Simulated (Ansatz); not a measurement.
## Self-consistent states of VN from different starts

VN is taken as a test cell of our own (not relaxed), 2 atoms in the cell.

```yaml
crystal:
  lattice:
    - [0.00000, 2.06913, 2.06913]
    - [2.06913, 0.00000, 2.06913]
    - [2.06913, 2.06913, 0.00000]
  atoms:
    - { symbol: V, position: [0.00000, 0.00000, 0.00000] }
    - { symbol: N, position: [0.50000, 0.50000, 0.50000] }
```

Numbers behind element symbols give the atom's place in this list.

Method: DFT, r2SCAN, JTH PAW, plane waves, scalar-relativistic in Ansatz.

* Plane-wave cutoff: 1410 eV
* k-point mesh: 4×4×4 (shift 0.5 0.5 0.5)
* Occupations: Fermi–Dirac smearing, 0.1 eV
* Valence electrons: 18

Moments by site are taken inside atomic spheres; the rest lies between them.

With one magnetic atom in the cell its copies can only be parallel; orders in a larger cell may lie lower.

The mesh is coarse, so energy differences (and at times their sign) aren't converged.

The default search runs further SCF cycles only where the state itself hints at a lower one. With a search on, the program may also reshape the start on open shells. Ends within 0.2 meV/atom and 0.1 μB count as one state.

```csv
start,iterations,final moments of V1 (μB),total (μB),F − F(lowest) (meV/atom)
default search for lower states [V1 2.00 μB],28,0.22,0.25,0.0
default search for lower states [spin off],8,0.00,0.00,1.6
```

The 2 converged runs end in 2 distinct states. The lowest is spin-polarised, site moments V1 0.22 μB, total 0.25 μB per cell; it was reached by the start “default search for lower states [V1 2.00 μB]”. Switching spin polarisation off costs 1.6 meV/atom. The search isn't exhaustive: larger magnetic cells and non-collinear orders weren't tried. States within about 5 meV/atom are too close for this mesh, smearing and search to settle their order.
